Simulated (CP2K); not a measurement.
## Sb under changes of volume

One of the cells (26.213 Å³/atom); the others are scaled copies at fixed shape and fractional positions:

```xyz
1
Lattice="3.2413 0.0000 0.0000 -1.0804 3.0559 0.0000 -1.0804 -1.5279 2.6465" Properties=species:S:1:pos:R:3 pbc="T T T"
Sb    0.0000    0.0000    0.0000
```

This isn't the form of Sb at room conditions, which is rhombohedral.

* Program: CP2K 2026.2
* Functional: PBEsol
* Potentials or basis: POTENTIAL_UZH Sb GTH-PBE-q5; TZVP-MOLOPT-PBE-GTH basis
* Density cutoff: 6123 eV
* k mesh: 10 × 10 × 10
* Occupations: fermi-dirac, width 0.05 eV
* Spin: no spin polarisation

```csv
volume (Å³/atom),energy over the lowest point (meV/atom),pressure (GPa)
24.640,?,?
25.165,47.28,6.9
25.689,27.49,5.1
26.213,13.34,3.5
26.737,4.34,2.0
27.262,0.04,0.6
27.786,0.00,-0.6
```

Problem. What does the run at 24.640 Å³/atom give?

Solution. Energy over the lowest point 73.23 meV/atom; pressure 8.9 GPa.

Worked out: A Birch-Murnaghan fit of order 3 (a polynomial in V^(-2/3)) to the other rows has its minimum at 27.53 Å³/atom with B0 = V·E''(V) = 65 GPa and B' = 3.9. It gives 73.35 meV/atom at 24.640 Å³/atom, against the run's 73.23, and -dE/dV = 9.0 GPa, against 8.9.

Energies are extrapolated to zero smearing.

Caveats: the potentials were made for another functional, which shifts forces and pressure; the basis of atomic orbitals isn't converged, which shifts pressures, moduli and gaps.
